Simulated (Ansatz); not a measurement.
# Structural relaxation of generalised stacking fault on (110) of a KCl-RbCl solid solution (80 atoms), part 2 of 2

Aim: bring generalised stacking fault on (110) of a KCl-RbCl solid solution (80 atoms) to a nearby minimum of the energy and see what moves.

Ansatz 0.2.0; Kohn-Sham DFT, PBE, PAW (set soft_2), plane waves.

The cell: 13 Rb, 40 Cl and 27 K. Atoms were free to move along the slip. The host structure and its lattice constant were typed by rule, without a check against the phase diagram.

So far. Step 3 (Relaxation): The relaxation changed the energy by -7.58 meV/atom, and atoms moved by 0.18 Å r.m.s., 0.33 Å at most.

## (4) Local order after relaxation

Bonds before and after, by the cutoffs listed below:

```
 pair  bonds before  bonds after  mean before (Å)  mean after (Å)  spread before (Å)  spread after (Å)
 Cl-K           213          216            3.178           3.167              0.065             0.036
Cl-Rb           104          104            3.183           3.215              0.072             0.026
```

Density 3.00 g/cm³, 24.80 Å³ an atom.

g(r), total and by pair (bins of 0.2 Å):

```
r (Å)  total  Cl-Cl   Cl-K  Cl-Rb   K-K  K-Rb  Rb-Rb
 3.00   0.10   0.00   0.31   0.00  0.00  0.00   0.00
 3.20   7.69   0.00  15.45  15.27  0.00  0.00   0.00
 3.40   0.00   0.00   0.00   0.00  0.00  0.00   0.00
 3.60   3.51   5.96   0.00   0.00  8.50  7.65   7.60
 3.80   0.88   2.82   0.00   0.00  0.16  1.29   0.68
 4.00   0.00   0.00   0.00   0.00  0.00  0.00   0.00
 4.20   0.00   0.00   0.00   0.00  0.00  0.00   0.00
 4.40   0.00   0.00   0.00   0.00  0.00  0.00   0.00
 4.60   0.00   0.00   0.00   0.00  0.00  0.00   0.00
 4.80   0.00   0.00   0.00   0.00  0.00  0.00   0.00
 5.00   0.20   0.81   0.00   0.00  0.00  0.00   0.00
 5.20   4.06   7.45   0.00   0.00  8.69  9.00   8.26
 5.40   0.13   0.52   0.00   0.00  0.00  0.00   0.00
 5.60   0.00   0.00   0.00   0.00  0.00  0.00   0.00
 5.80   0.00   0.00   0.00   0.00  0.00  0.00   0.00
 6.00   3.52   0.00   6.94   7.24  0.00  0.00   0.00
 6.20   3.25   1.03   5.82   5.51  0.66  0.46   0.00
 6.40   1.54   2.75   0.00   0.00  2.66  4.64   1.36
 6.60   0.03   0.12   0.00   0.00  0.00  0.00   0.00
 6.80   0.00   0.00   0.00   0.00  0.00  0.00   0.00
 7.00   0.00   0.00   0.00   0.00  0.00  0.00   0.00
 7.20   0.06   0.20   0.00   0.00  0.04  0.00   0.00
 7.40   1.04   1.99   0.00   0.00  2.49  1.50   3.65
 7.60   0.00   0.00   0.00   0.00  0.00  0.00   0.00
 7.80   0.23   0.00   0.44   0.49  0.00  0.00   0.00
```

Bonds by pair of elements; cutoffs follow the first minimum of g(r), held within bounds set by covalent radii, and pairs that aren't listed don't count as bonded:

```
pair A-B  cutoff (Å)  bonds  mean length (Å)  spread (Å)  shortest (Å)  B about A  A about B
    Cl-K        3.62    216             3.17       0.036          3.09        5.4          8
   Cl-Rb        3.68    104             3.21       0.026          3.15        2.6          8
```

How many atoms have how many bonded neighbours:

```
element  mean   8
     Cl     8  40
      K     8  27
     Rb     8  13
```

Bond angles, per cent of each kind in bins of 5°:

```
angle (°)  Cl-K-Cl  K-Cl-Rb  K-Cl-K  Cl-Rb-Cl  Rb-Cl-Rb
    65–70     14.8     15.6     2.4      13.5      38.2
    70–75     28.0     25.6    41.3      29.4       8.8
    75–80      0.0      0.0     0.0       0.0       0.0
    80–85      0.0      0.0     0.0       0.0       0.0
    85–90      0.0      0.0     0.0       0.0       0.0
    90–95      0.0      0.0     0.0       0.0       0.0
   95–100      0.0      0.0     0.0       0.0       0.0
  100–105      0.0      0.0     0.0       0.0       0.0
  105–110     28.2     34.0    22.7      28.6      44.1
  110–115     14.7      7.2    21.1      14.3       2.9
  115–120      0.0      0.0     0.0       0.0       0.0
  120–125      0.0      0.0     0.0       0.0       0.0
  125–130      0.0      0.0     0.0       0.0       0.0
  130–135      0.0      0.0     0.0       0.0       0.0
  135–140      0.0      0.0     0.0       0.0       0.0
  140–145      0.0      0.0     0.0       0.0       0.0
  145–150      0.0      0.0     0.0       0.0       0.0
  150–155      0.0      0.0     0.0       0.0       0.0
  155–160      0.0      0.0     0.0       0.0       0.0
  160–165      0.0      0.0     0.0       0.0       0.0
  165–170      0.0      0.0     0.0       0.0       0.0
  170–175      0.0      0.0     0.0       0.0       0.0
  175–180     14.3     17.6    12.6      14.3       5.9
```

Bond angles (no mean is given where the spread exceeds 20°):

```
   angle  count  mean (°)  spread (°)
 Cl-K-Cl    756         -           -
 K-Cl-Rb    524         -           -
  K-Cl-K    494         -           -
Cl-Rb-Cl    364         -           -
Rb-Cl-Rb    102         -           -
```

For some of the pairs, g(r) has its first main peak near 3.67 Å (Cl-Cl), 3.16 Å (Cl-K), 3.22 Å (Cl-Rb), 3.67 Å (K-K), 3.68 Å (K-Rb) and 3.68 Å (Rb-Rb). Counting bonds as in the table, all Cl atoms have 8, all K atoms have 8 and all Rb atoms have 8 bonded neighbours.

## (5) Single point at the relaxed geometry

One more single point at the end of the walk gives the fuller output and checks the residual forces.

The input, input.yaml:

```yaml
crystal:
  lattice:
    - [7.3394, 0.0, 0.0]
    - [0.0, 10.37948, 0.0]
    - [3.05811, 0.0, 26.0487]
  atoms:
    - { symbol: Rb, position: [0.54566, 0.0003, 0.99822] }
    - { symbol: Cl, position: [0.23802, 0.99744, 0.09724] }
    - { symbol: K, position: [0.04571, 0.99971, 0.99745] }
    - { symbol: Cl, position: [0.75523, 0.99719, 0.09787] }
    [... 70 atom lines left out ...]
    - { symbol: K, position: [0.09647, 0.24942, 0.89856] }
    - { symbol: Cl, position: [0.29056, 0.25239, 0.99708] }
    - { symbol: K, position: [0.5966, 0.75051, 0.89881] }
    - { symbol: Cl, position: [0.7953, 0.74688, 0.99897] }
    - { symbol: Rb, position: [0.09682, 0.74982, 0.89896] }
    - { symbol: Cl, position: [0.29711, 0.74664, 0.99949] }
kpoints:
  mp_grid: { grid: [2, 1, 1] }
hamiltonian:
  xc: pbe
scf:
  occupations: { method: gaussian, width: 0.025 }
output:
  forces: true
  stress: true
  populations: true
  dos:
    method: { smearing: { sigma: 0.1 } }
    de: 0.1
    projected: { site_lists: { Cl: [Cl], K: [K], Rb: [Rb] } }
  eigenvalues: true
  write_density: true
  write_potential: true
  volumetric_format: npy
```

Launch:

```bash
ansatz run input.yaml --threads 8 --pin off --max-ram 15872MiB --backend cpu --events-out ev --progress --plain --runs-dir out
```

Numbers of over 12 decimals in the logs are rounded to 6 here.

What it wrote:

```text
[...]
Crystal: 80 atoms, lattice volume = 1984.368 Å³
Basis set: ecut = 420 eV, 38811 PW (Γ), exchange–correlation on 100×144×360 points (8 copies of the dense FFT grid, shifted against one another)
Bands: 400, of which v1, the nominal top of the filled ones, is band 320 counted from 1 (319 counted from 0)
Symmetry: 1 space group operations
[...]
k-points: 2
[...]
SCF iter   1: F=—  HF=-127322.098745 eV  |F-HF|=—  |Δ(HF+E_count)|=         —  Δρ=4.25e-4  dr2=5.93e-3  ethr=1.77e-3  ⟨swp⟩=12.5  Hψ=4642  notcnv=0  defer=33
[...]
SCF iter   6: F=-127322.074543 eV  HF=-127322.074543 eV  |F-HF|=1.31e-10  |Δ(HF+E_count)|=   2.23e-7  Δρ=9.09e-7  dr2=1.86e-8  ethr=1.56e-11  ⟨swp⟩=19.0  Hψ=6899  notcnv=0
SCF 1 converged in 6 iterations: F = -127322.074543 eV  dr2 = 1.86e-8
[...]
SCF converged after 6 iterations
Free energy (F): -127322.074543 eV
[...]
Internal energy: -127322.074543 eV  (E = F + TS)
E sigma→0 (E₀):  -127322.074543 eV
Fermi energy:    6.479510 eV
[...]
--- Forces (eV/Å), atoms counted from 1 ---
  atom   1  Rb     0.00457318    -0.00190392    -0.00172215
  atom   2  Cl    -0.00509966    -0.00067860    -0.00387076
  atom   3  K      0.00244895    -0.00314274     0.00382404
  atom   4  Cl     0.00027394    -0.00151683    -0.00115146
  atom   5  K      0.00195459     0.00167077    -0.00301417
  atom   6  Cl    -0.00320659    -0.00080173    -0.00347775
  atom   7  K      0.00015519     0.00186175    -0.00202102
  atom   8  Cl    -0.00047714    -0.00011140    -0.00183280
  atom   9  K     -0.00391925    -0.00097708    -0.01218586
  atom  10  Cl     0.00104406     0.00167306    -0.00492150
  atom  11  Rb    -0.00407623    -0.00149725    -0.00419491
  atom  12  Cl     0.00100335     0.00156324    -0.00345811
  atom  13  K      0.00074831    -0.00038427     0.00772383
  atom  14  Cl    -0.00108432     0.00187649    -0.00742811
[...]
atom  79  Rb    -0.00290217    -0.00202126    -0.00707435
  atom  80  Cl     0.00310033     0.00018056     0.01478523
  max |Σ_I F_I| component: 3.70e-5 eV/Å
--- Stress (GPa, compression-positive) ---
        4.864528       0.000998       0.366573
        0.000998       4.765672      -0.015679
        0.366573      -0.015679       4.677568
  P = ⅓ Tr σ = 4.7693 GPa (47.693 kbar)
--- Band table (eV) ---
[...]
--- Löwdin populations: 80 sites ---
  site symbol       q [e]
     0     Rb      8.1979
     1     Cl      7.6993
     2      K      8.2500
[...]
79     Cl      7.6989
  spilling = 0.004334 (of n_electrons = 640.000000)
```

The job ended after 38 s (8 threads of Arm Neoverse V2, shared host; peak memory 6.8 GiB; 4.8 min of CPU time).

Numbers from this run:

```
free energy                                      : -127322.0745 eV
free energy per atom                             : -1591.5259 eV/atom
SCF cycles                                       : 6
pressure                                         : 4.769 GPa
r.m.s. force component                           : 0.00474 eV/Å
longest force                                    : 0.01782 eV/Å
Fermi energy                                     : 6.48 eV
gap (highest filled to lowest empty level) : 5.59 eV
spilling of the projection                       : 0.004334
```

Löwdin charges by element (they lack the spilled electrons, 0.035 e an atom on average):

```
element  coordination  atoms  mean charge (e)  spread   least    most
     Cl           all     40           -0.699  5.0e-4  -0.700  -0.698
      K           all     27            0.754  0.0054   0.743   0.763
     Rb           all     13            0.798  0.0048   0.788   0.804
```

States in the cell by windows of 1 eV, zero at the Fermi level; the larger projections on atomic orbitals stand beside the total:

```
from (eV)  to (eV)  total   Cl p   K s
      -10       -6    0.0    0.0   0.0
       -6       -5    0.4    0.3   0.0
       -5       -4   87.0   80.8   2.6
       -4       -3  136.9  132.4   0.7
       -3       -2   15.8   15.7   0.0
       -2        2    0.0    0.0   0.0
        2        3    1.0    0.0   0.5
        3        4   18.2    0.2   4.3
        4        5   64.2    1.6  11.7
```

Between -26 and -10 eV lie 320 more states.

The stored curve holds about 560 of the 640 electrons; the rest, give or take the few that broadening carries across the Fermi level, lie in deeper levels below its range.

The levels nearest the highest filled one (over half full), pooled over k-points and spins:

```
level less the highest filled one (eV)  occupation
                                -0.141           2
                               -0.0565           2
                               -0.0489           2
                               -0.0114           2
                               -0.0093           2
                                     0           2
                                  5.59           0
                                  6.10           0
                                  6.11           0
                                  6.22           0
                                  6.23           0
                                  6.25           0
```

Electrostatic potential energy in the ca plane at fractional y = 0.000, with atoms of Rb and Cl and K within 0.2 Å of it. With pseudopotentials it is smooth inside the atoms' cores, unlike the true potential.

Ten even steps from '0' (-50 eV) to '9' (10 eV), each cell a mean:
```
55799986458999999999510059999999999877999874
00379999899999989999720159999999998422699988
00068999999998667899964589999999997200389999
00058999999986324799999999999899998300389999
21379999999984112589999999987678999743699999
77789999999985212589999999974236899988999998
99999997789998544799999999862114899999999875
99999962248999888899999999973114899999999730
99999940016999999999987899986446899999999710
88999951016999999999732479998878999999999720
55799985358999999999510159999999999877999862
00379999889999989999620159999999998422699987
00069999999998667999853479999999997200389999
00068999999985324799998899999999998300389999
21479999999984112589999999987678999744699999
77889999999985212589999999974236899988999998
99999987689997545799999999962114899999999976
99999962148999878899999999973114899999999852
99999940016999999999876799986446899999999731
88999961026999999999621379998888999999999841
```
Columns run along c (16.0 Å, from fractional 0.39 to 1.00 of the cell; values clipped at the 3rd and 97th percentile), rows up along a (7.3 Å). Atoms in or near the plane, at fractional coordinates: Rb at (0.00, 0.55), K at (0.00, 0.05), Rb at (0.40, 0.85), Cl at (0.50, 0.05), Rb at (0.40, 0.35), Cl at (0.50, 0.54), K at (0.60, 0.75), Cl at (0.70, 0.95), K at (0.60, 0.25), Cl at (0.70, 0.44), K at (0.80, 0.65), Cl at (0.90, 0.85), K at (0.80, 0.15), Cl at (0.90, 0.35).

Valence density in the ca plane at fractional y = 0.000, with atoms of Rb and Cl and K within 0.2 Å of it. It is the smooth field of the valence electrons, not physical close to the nuclei.

Ten even steps from '0' (0.0 e/Å³) to '9' (4.2 e/Å³), each cell a mean:
```
53100000000038994000000000012210001233100000
10000000000027983000000000134431000011000000
00000122100013541000000000143342000000000012
00001233310000110000000000134442000000000257
00001320320000000001222100023431000000000389
00000232320000000001333200001110000000000269
21000123210000000002302310000000001121000025
43100001000000000001323310000000002333100001
34200000000012210000233200000000013313200000
44200000000024442000011000000000002323300000
43100000000134343100000000012210001233100000
11000000000024343100000000134431000111000000
00000111100013432000000000143342000000000012
00000233310000110000000000144442000000000257
00001321320000000000121000023431000000000389
00001331320000000001333200001110000000000269
20000133310000000002312310000000001221000025
63000011100000000002322310000000002333100001
96100000000001210001233200000000003303300000
96200000000025751000011000000000002323300000
```
Columns run along c (16.0 Å, from fractional 0.00 to 0.61 of the cell), rows up along a (7.3 Å). Atoms in or near the plane, at fractional coordinates: Cl at (0.10, 0.24), Cl at (0.10, 0.76), K at (0.20, 0.95), Cl at (0.30, 0.14), Rb at (0.20, 0.45), Cl at (0.30, 0.65), Rb at (0.40, 0.85), Cl at (0.50, 0.05), Rb at (0.40, 0.35), Cl at (0.50, 0.54), K at (0.60, 0.75), K at (0.60, 0.25).

Mean Löwdin charges: Cl -0.70, K +0.75, Rb +0.80 e (they miss 0.43 % of the electrons, so they add up to more than the cell's charge).

A closer look about K59, picked at random: 15 atoms, nearest first, numbered in the order of the input, with positions taken from that point.

```
atom      x      y      z  distance (Å)  bonds  Löwdin charge (e)
 K59   0.00   0.00   0.00          0.00      8               0.75
Cl48   1.79  -2.58  -0.01          3.14      8              -0.70
Cl46  -1.79  -2.58  -0.01          3.14      8              -0.70
Cl42  -1.76  -0.02  -2.61          3.15      8              -0.70
Cl60   1.75  -0.05   2.64          3.17      8              -0.70
Cl56   1.81   2.61  -0.03          3.17      8              -0.70
Cl54  -1.82   2.61  -0.04          3.18      8              -0.70
Cl44   1.88  -0.02  -2.63          3.23      8              -0.70
Cl58  -1.88  -0.05   2.65          3.25      8              -0.70
Rb57   3.67   0.00   0.00          3.67      8               0.80
Rb57  -3.67   0.00   0.00          3.67      8               0.80
 K63  -0.07  -2.58   2.62          3.68      8               0.76
 K47   0.06  -2.59  -2.61          3.68      8               0.76
Rb71  -0.06   2.61   2.63          3.71      8               0.79
Rb55   0.05   2.61  -2.65          3.72      8               0.80
```

The column of bonds counts only the pairs Cl-K within 3.62 Å, Cl-Rb within 3.68 Å; other neighbours, such as metal atoms beside each other in a compound, aren't counted, and periodic images can show an atom twice.

## (6) What came out

```json
{
  "energy change in the relaxation": "-7.583 meV/atom",
  "r.m.s. displacement": "0.185 Å",
  "largest displacement": "0.332 Å",
  "free energy per atom": "-1591.5259 eV/atom",
  "density": "3 g/cm³",
  "pressure": "4.769 GPa",
  "r.m.s. force component": "0.00474 eV/Å",
  "gap (highest filled to lowest empty level)": "5.59 eV",
  "wall time of the 3 DFT runs": "2.7 min"
}
```

What this shows: Relaxation lowers the energy by 7.58 meV/atom and moves atoms by 0.18 Å r.m.s.; the r.m.s. force component goes from 0.11 to 0.0047 eV/Å, the pressure goes from 5.0 to 4.8 GPa, and the gap from 5.58 to 5.59 eV. By the final cutoffs 0 of 317 bonded pairs parted and 3 joined. Afterwards all atoms of each element have one and the same coordination, so bonds have reconnected across the defect, which no longer shows in the counts. Layers on the two sides of the fault moved in opposite directions along the plane, so much of the imposed slip has spread into a shear of the crystal. First to last step the energy falls by 0.607 eV; the largest move, 0.33 Å, is that of Cl4. The Cl-Rb bonds change most in mean length: from 3.183 Å (spread 0.072) to 3.215 Å (spread 0.026). Counting bonds as in the table, all Cl atoms have 8, all K atoms have 8 and all Rb atoms have 8 bonded neighbours. The highest filled and lowest empty levels differ by 5.59 eV on the run's k-points; the mesh holds the band edges only if they fold onto it, so the gap at this level can be narrower or closed, while semilocal functionals tend to narrow gaps against experiment.

**Limits.** Atoms were free to move along the slip, so the relaxation can undo part or all of it. The pressure of 4.8 GPa shows the cell to be compressed for this functional.

[Logs are printed without paths, hosts, clocks, repeated set-up lines and the standing remarks that a program may print on its own settings, such as how far it seeks lower states.]

[Hosts, paths, dates, database ids (printed as entryN), source tags and the programs' standing remarks are cut or masked in the printed files.]
